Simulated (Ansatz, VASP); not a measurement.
# MgO: VASP beside Ansatz

```
Mg O
1.0
     0.00000    2.09700    2.09700
     2.09700    0.00000    2.09700
     2.09700    2.09700    0.00000
Mg O
1 1
Direct
  0.00000 0.00000 0.00000
  0.50000 0.50000 0.50000
```

The cell is a database's computed one.

Alike in both runs: task single point; functional PBE; k mesh 11 × 11 × 11; occupations gaussian, width 0.03 eV; no spin polarisation.

|  | VASP | Ansatz |
| --- | --- | --- |
| version | VASP 6.6.1 | Ansatz 0.2.0 |
| potentials or method | VASP PAW PBE potentials, release 64 (Mg, O), cutoff 520 eV | all-electron LAPW, scalar-relativistic |

Ansatz gave:

| Property | Result |
| --- | --- |
| gap on the k mesh at the Fermi level (eV) | 4.86 |
| least direct gap on the mesh (eV) | 4.86 |
| pressure (GPa) | 7.0 |

Problem. Which values does VASP return?

Solution. gap on the k mesh at the Fermi level (eV): 4.85; least direct gap on the mesh (eV): 4.85; pressure (GPa): 6.2.

Ansatz ran all-electron here, so the differences hold the error of VASP's frozen core and of both bases.
